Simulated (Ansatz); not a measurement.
**KCl: stress in a strained cell**

Aim: deform KCl (zz strain of +1 %) and compute stress, forces and field gradients with LAPW, PAW and all-electron datasets made for the crystal.

Computed with Ansatz 0.2.0 (DFT PBEsol, scalar-relativistic, unless a step's input says otherwise).

## (1) The starting structure

The structure is cubic, space group Fm-3m (No. 225). The conventional cell has a = 6.312 Å, b = 6.312 Å, c = 6.312 Å, α = 90.00°, β = 90.00°, γ = 90.00°. K (site symmetry m-3m) is surrounded by 6 Cl at 3.16 Å. Cl (site symmetry m-3m) has 6 K at 3.16 Å as nearest neighbours.

Coordinates:

```cif
data_structure
_symmetry_space_group_name_H-M 'Fm-3m'
_symmetry_Int_Tables_number 225
_cell_length_a 6.3122
_cell_length_b 6.3122
_cell_length_c 6.3122
_cell_angle_alpha 90.000
_cell_angle_beta 90.000
_cell_angle_gamma 90.000
_cell_volume 251.50
loop_
_atom_site_label
_atom_site_type_symbol
_atom_site_symmetry_multiplicity
_atom_site_Wyckoff_symbol
_atom_site_fract_x
_atom_site_fract_y
_atom_site_fract_z
_atom_site_occupancy
K1 K 4 a 0.00000 0.00000 0.00000 1
Cl1 Cl 4 b 0.50000 0.00000 0.00000 1
```

The file gives the conventional cell by its symmetry; the runs use the cell typed in the input.

Atoms are numbered in the order of the input: K1, Cl2.

## (2) After the deformation

Space group Fm-3m before, I4/mmm after.

## (3) LAPW, all electrons

input.yaml reads:

```yaml
crystal:
  lattice:
    - [0.0, 3.1561, 3.187661]
    - [3.1561, 0.0, 3.187661]
    - [3.1561, 3.1561, 0.0]
  atoms:
    - { symbol: K, position: [0.0, 0.0, 0.0] }
    - { symbol: Cl, position: [0.5, 0.5, 0.5] }
kpoints:
  mp_grid: { grid: [7, 7, 7] }
  band_path:
    path:
      - [0.0, 0.0, 0.0]
      - [0.0, 0.5, 0.5]
      - [0.25, 0.75, 0.5]
      - [0.0, 0.5, 0.0]
      - [0.0, 0.0, 0.0]
      - [0.5, 0.5, 0.0]
      - [0.3725370062, 0.6274629938, 0.0]
      - [-0.3725370062, 0.3725370062, 0.0]
      - [0.0, 0.0, 0.0]
    npoints: 5
scf:
  occupations: { method: fermi_dirac, width: 0.03 }
hamiltonian:
  xc: pbesol
  pseudopotentials: { kind: all_electron, lapw: { basis_error: 0.0005 } }
output:
  forces: true
  stress: true
  eigenvalues: true
```

Started as:

```bash
ansatz run input.yaml --threads 1 --pin off --max-ram 3072MiB --backend cpu --events-out ev --progress --plain --runs-dir out
```

## (4) PAW on the default files

input.yaml reads:

```yaml
crystal:
  lattice:
    - [0.0, 3.1561, 3.187661]
    - [3.1561, 0.0, 3.187661]
    - [3.1561, 3.1561, 0.0]
  atoms:
    - { symbol: K, position: [0.0, 0.0, 0.0] }
    - { symbol: Cl, position: [0.5, 0.5, 0.5] }
kpoints:
  mp_grid: { grid: [7, 7, 7] }
scf:
  occupations: { method: fermi_dirac, width: 0.03 }
hamiltonian:
  xc: pbesol
  pseudopotentials: { kind: paw }
output:
  forces: true
  stress: true
  eigenvalues: true
  efg: { contact_densities: true }
```

## (5) Datasets made for this crystal

input.yaml, as its differences from that of step 4:

```diff
@@ -14,3 +14,3 @@
   xc: pbesol
-  pseudopotentials: { kind: paw }
+  pseudopotentials: { kind: all_electron, datasets: crystal }
 output:
```

(Steps that only read results are left out.)

**Question.** What will these runs give? Wanted: pressure; largest shear or deviatoric stress.

**Answer**, as computed:

| quantity | value |
| --- | --- |
| pressure | LAPW -0.70, PAW -0.70, crystal datasets -0.70 GPa |
| largest shear or deviatoric stress (LAPW) | 0.19 GPa |

The largest part of the stress beyond the pressure is 0.19 GPa in size, in the zz component; the atoms are carried along and not relaxed. No run of the undeformed cell stands beside it, so the pressure holds what the given cell had before the change. PAW: stress within 0.01 GPa of LAPW. Crystal datasets: stress within 0.01 GPa of LAPW.
